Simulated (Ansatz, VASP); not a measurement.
**Zn, level by level in two programs**

```
CELL_PARAMETERS angstrom
2.63391 0.00000 0.00000
-1.31696 2.28104 0.00000
0.00000 0.00000 4.89888
ATOMIC_POSITIONS crystal
Zn 0.66667 0.33333 0.75000
Zn 0.33333 0.66667 0.25000
```

Single points on this cell with VASP 6.6.1 and Ansatz 0.2.0. Each row is one pair of runs. Alike in all rows: spin: off; k mesh: 11 × 11 × 6; smearing: fermi-dirac, width 0.05 eV.

```csv
level,"VASP's potentials, cutoff","Ansatz's potentials, cutoff","gap on the k mesh at the Fermi level (eV), VASP","gap on the k mesh at the Fermi level (eV), Ansatz","pressure (GPa), VASP","pressure (GPa), Ansatz","largest component of the traceless stress (GPa), VASP","largest component of the traceless stress (GPa), Ansatz"
LDA,"VASP PAW LDA potentials, release 64 (Zn), 520 eV","Ansatz PAW, 420 eV",none,none,-5.9,-6.6,0.11,0.32
PBE,"VASP PAW PBE potentials, release 64 (Zn), 520 eV","Ansatz PAW, 420 eV",none,none,3.2,2.5,1.67,1.52
r2SCAN,"VASP PAW PBE potentials, release 64 (Zn), 520 eV","Ansatz PAW, 500 eV",none,none,-1.3,-1.7,0.96,0.87
```

Pressure (GPa): the two programs differ by at most 0.7; largest component of the traceless stress (GPa): the two programs differ by at most 0.21.

A gap of «none» marks a metal or a gap that the smearing closes.

Caveats: the PAW data sets were made with another functional, which shifts forces and pressure a little (VASP); the PAW data sets come from PBE, with cores solved anew for the run's functional, which leaves a small shift of forces and pressure (Ansatz).
